## Sliding one half of a WS₂ sheet past the other

A layer of WS₂ is a sandwich: a plane of tungsten between two planes of sulfur, each W bonded to six S and each S to three W. In the calculation below, the crystal is cut along a plane and one side is moved rigidly past the other. The slip is the fraction of the full displacement, the fault energy is the cost per area of the cut, and the shear traction is the slope of that energy along the path. The level of theory is a gradient-corrected density functional without spin polarisation.

Rigid, unrelaxed slip of a WS2 sheet across a (100) plane, one fault per 12-atom cell, was computed with Ansatz 0.2.0 (plane-wave PAW, PBEsol, scalar-relativistic, no spin polarisation). The cutoff is 420 eV, the Gamma-centred k mesh 8×2×3 and the Gaussian smearing 0.05 eV. The slip vector combines one repeat along the cut (3.146 Å) with the cell height (16.953 Å).

```csv
slip (fraction of the slip vector),fault energy (mJ/m²),shear traction (GPa (slope of the fault energy along the slip)),gap on mesh (eV)
0,0,0,2.086
0.0833,1726,3.55,0.595
0.1667,972,1.22,0.240
0.25,1446,2.24,0.000
0.3333,1612,0.47,0.000
0.4167,1641,0.06,0.000
0.5,1645,0,0.000
```

### 1. Which bonds resist this slide?

Layered sulfides are known as lubricants because their layers glide over each other easily. That motion is absent here. The cell holds a single layer with vacuum above and below, and the cut stands upright in it, across strong W–S bonds. The displacement points mostly out of the layer, so one strip of the sheet is lifted past its neighbour until the two no longer touch.

For each repeat along the cut, about 3.15 Å, one W atom on one side faces two S atoms on the other, an upper and a lower one. Sliding therefore breaks two bonds per repeat. The scan describes the tearing of a sheet into ribbons, and its energies have no bearing on lubrication.

### 2. Why does the energy stop rising beyond a slip of about 0.33?

Chemical bonds have a short reach. At slip 0.3333 the nearer of the two severed W–S pairs is already 4.6 Å apart, almost twice the bond length, and the energy has reached 98 % of its value at slip 0.5. Moving the strips farther apart breaks nothing more.

The plateau is thus the price of two bare edges, one ending in W and one in S. It amounts to 5.48 eV per repeat, or 2.74 eV for each severed bond. This is an average cost of making edges, which includes the response of the electrons left behind. It should not be read as the strength of an isolated W–S bond.

### 3. Why is there a peak first, and then a dip?

The path leads the W atom past the upper S atom at close range. At slip 0.0833 the strip has risen by 1.4 Å, so W is nearly level with that S and only 1.84 Å from it, against 2.40 Å in the intact sheet. The other bond has meanwhile been stretched to 3.5 Å. The energy thus contains a strong repulsion as well as the cost of a badly stretched bond, and it exceeds even the cost of complete separation.

At slip 0.1667 the W atom has passed the upper S and now lies higher, at a distance of 2.27 Å. One bond has in effect been restored while the other is lost. Counting bonds would put the energy at half the plateau, about 820 mJ/m². The calculation gives 972, so the count accounts for the dip but makes it somewhat too deep.

### 4. Can two simple bonds reproduce the curve?

Give each severed bond the Morse form, which is steep in compression and flat at long range. With $r_1$ and $r_2$ the two W–S distances and $r_0$ the bond length in the intact sheet,

$$E = D\left[(1-e^{-s(r_1-r_0)})^2+(1-e^{-s(r_2-r_0)})^2\right].$$

The depth $D$ and the inverse range $s$ were fitted to all seven rows, giving $D=857$ mJ/m² and $s=1.41$ Å⁻¹. The distances follow from the geometry alone.

Take slip 0.1667, which was part of the fit. The near pair, at 2.27 Å, contributes only 0.04 to the bracket, because it is close to its natural length. The far pair, at 4.78 Å, contributes 0.93, because it is almost fully broken. Their sum times $D$ gives about 830 mJ/m², some 14 % below the calculated value.

The Frenkel picture, a single sine wave over the whole slip vector, does far worse: it has neither the peak nor the dip. It suits slides in which bonds are exchanged smoothly from one lattice site to the next, whereas here they are crushed, partly restored and then lost. The complete comparison is in the printed output after this text.

The two-bond model has a clear weakness, however. At slip 0.1667 it predicts that the energy is still falling, while the calculated traction is positive. Forces that depend on bond angles are missing from it, and so is the contact between S atoms across the cut, which are 2.9 Å apart there. Either could supply the extra energy, and the table does not separate them. The fit also depends heavily on individual rows, presumably above all on the only one with a strongly crushed bond, so $s$ should not be carried over to other structures.

### 5. Are 1726 and 972 mJ/m² the barrier and the energy of a stable fault?

The tractions show that they are not even the extremes of this path. At slip 0.0833 the energy is still rising, yet it is lower at the next row, so a higher maximum lies between them. At slip 0.1667 it is rising again, so a minimum below 972 mJ/m² has already been passed.

The strength of the sheet is equally unresolved. The average slope over the first step is about 12 GPa, whereas the traction at its end is 3.55 GPa, so the steepest part was stepped over. More points would settle the rigid curve, but they wouldn't make it a realistic tearing path. At slip 0.0833 one atom feels a force of about 19 eV/Å, and a free atom would swerve long before that.

### 6. What would change if more vacuum made the cell twice as tall?

The physical edges would stay the same, but the printed numbers would not. The area of the cut includes the empty space above and below the sheet. Doubling the cell height would halve the plateau to about 820 mJ/m², although no bond had become weaker. The tractions are diluted by the vacuum in the same way.

The features would also move. The slip vector spans the cell height, so the same lift of the strip would be reached at about half the slip fraction, and the dip would appear near 0.08. A quantity that survives the change is the energy per length of cut, 1.74 eV/Å for the pair of edges. That is the number to compare between single sheets.

### 7. What does the vanishing gap mean for a transistor channel?

A semiconducting channel can be switched off because it has a gap. On the mesh used here the gap falls from 2.09 eV in the intact sheet to zero from slip 0.25 onward, where the strips are becoming separate ribbons. A likely explanation is that W and S atoms with missing neighbours have states inside the former gap, and that along a zigzag edge these states join into conducting bands. The table shows the gap closing; the assignment to edge states rests on what is known of such ribbons.

For a device, this means that a bare edge may offer a leakage path beside a channel that is itself well behaved. The result applies to clean, unrelaxed edges. Real etched edges rearrange and bind other atoms, which can change or remove such states. The starting value needs care too: the mesh misses the corner of the Brillouin zone where a single WS₂ layer has its direct gap, and spin–orbit coupling is left out, so 2.09 eV is too large for this functional. Functionals of this kind also tend to understate gaps, so they may show a metal where an edge in fact has a narrow gap.

### 8. Which digits of the plateau deserve trust?

The last two rows differ by 4 mJ/m², and this small rise is not mere noise. The traction at slip 0.4167 is still 0.06 GPa, and its fading to zero over the last step accounts for about that much energy: the strips still pull on each other faintly. As a value for the edges, though, the last digit of 1645 means little, since the correction for the electronic smearing alone is about 3 mJ/m².

A larger uncertainty comes from what the atoms and electrons were forbidden to do. At slip 0.5 forces of up to 1.9 eV/Å remain, so the edges would relax and lower their energy. Spin polarisation, which edge states can favour, could lower it further. Numerical limits come on top. The k mesh was chosen for the insulating sheet, whereas the ribbons are metallic on it, and the PAW datasets were made for PBE, not PBEsol. The table does not show how far either shifts the plateau. Apart from such errors and the faint pull between the strips, the 1.74 eV/Å is an upper limit for the edges of ribbons this narrow with this functional and without spin–orbit coupling. How much of it remains once the edges are free to relax and to become magnetic, and whether they still conduct then, is the question that the table leaves open.

The analysis program printed:

```
Geometry across the cut and energy:
     row  height_offset_A  near_WS_A  far_WS_A  nearest_SS_A  eV_per_repeat  percent_of_plateau
     0.0                0      2.399     2.399         3.145              0                   0
  0.0833            1.412      1.841       3.5         3.336          5.746               104.9
  0.1667            2.826       2.27     4.783         2.935          3.236               59.09
    0.25            4.238      3.323     6.134         3.041          4.814                87.9
  0.3333             5.65      4.589     7.517         3.743          5.366               97.99
  0.4167            7.064      5.935     8.918         4.787          5.463               99.76
     0.5            8.476      7.314     10.33         5.994          5.476                 100
fit of fault_energy on 7 rows: coefficient of (1 - exp(-s*(near - bond0)))**2 + (1 - exp(-s*(far - bond0)))**2 857.4 +/- 23, s 1.406; rms 84.4, worst 0.25 -144, leave-one-out rms 2552
Models against the calculation:
     row  two_bond_mJ_m2  Frenkel_mJ_m2  two_bond_slope_GPa  computed_slope_GPa
     0.0       7.609e-28              0                   0                   0
  0.0833            1750          110.1               7.049                3.55
  0.1667           832.4          411.4               -2.62                1.22
    0.25            1302          822.5               4.104                2.24
  0.3333            1637           1234              0.9865                0.47
  0.4167            1703           1535              0.1602                0.06
     0.5            1713           1645             0.02357                   0
Rms miss of the Frenkel sine, mJ/m2: 703.9
Plateau energy per severed W-S bond, eV: 2.738
Plateau energy per length of edge pair, eV/angstrom: 1.741
Plateau if the cell height were doubled, mJ/m2: 822.5
Energy at slip 0.1667 above half the plateau, mJ/m2: 149.5
Energy at slip 0.0833 above the plateau, mJ/m2: 81
Mean slope from slip 0 to 0.0833, GPa: 12.02
Largest force at slip 0.0833, eV/angstrom: 19.01
Largest force at slip 0.5, eV/angstrom: 1.904
Smearing correction at slip 0.5, mJ/m2: 2.969
```
